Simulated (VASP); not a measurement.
**ZrO₂ (space group Fm-3m): computed properties**

All values below come from PBEsol GGA, VASP's PBE PAW potentials (set 64) (plane waves; VASP).

| Quantity | Result |
|---|---|
| space group | Fm-3m (225) |
| cell | a = b = c = 5.068 Å, α = β = γ = 90.00° |
| volume per atom | 10.85 Å³/atom |
| band gap (over mesh and band path) | 3.31 eV |
| smallest direct gap (over mesh and band path) | 3.75 eV |
| Hill bulk modulus | 254 GPa |
| Hill shear modulus | 112 GPa |
| Poisson's ratio | 0.309 |
| band-edge character | indirect, X to Γ |
| density | 6.29 g/cm³ |
| mean ε∞ (DFPT) | 5.85 |
| mean ε∞ (independent particles) | 5.99 |
| C11 | 549 GPa |
| C12 | 107 GPa |
| C44 | 67.9 GPa |

```cif
data_O2Zr
_chemical_formula_sum 'Zr1 O2'
_space_group_name_H-M_alt 'P 1'
_space_group_IT_number 1
_cell_length_a 3.58394
_cell_length_b 3.58394
_cell_length_c 3.58394
_cell_angle_alpha 60.000
_cell_angle_beta 60.000
_cell_angle_gamma 60.000
loop_
_space_group_symop_operation_xyz
  'x, y, z'
loop_
_atom_site_label
_atom_site_type_symbol
_atom_site_fract_x
_atom_site_fract_y
_atom_site_fract_z
_atom_site_occupancy
Zr1 Zr 0.00000 0.00000 0.00000 1
O1 O 0.25000 0.25000 0.25000 1
O2 O 0.75000 0.75000 0.75000 1
```

The structure comes from a measured ZrO2 entry (Fm-3m) of the Crystallography Open Database, whose conditions weren't checked. It was relaxed first. Symmetry was kept, so distortions that lower it aren't found.
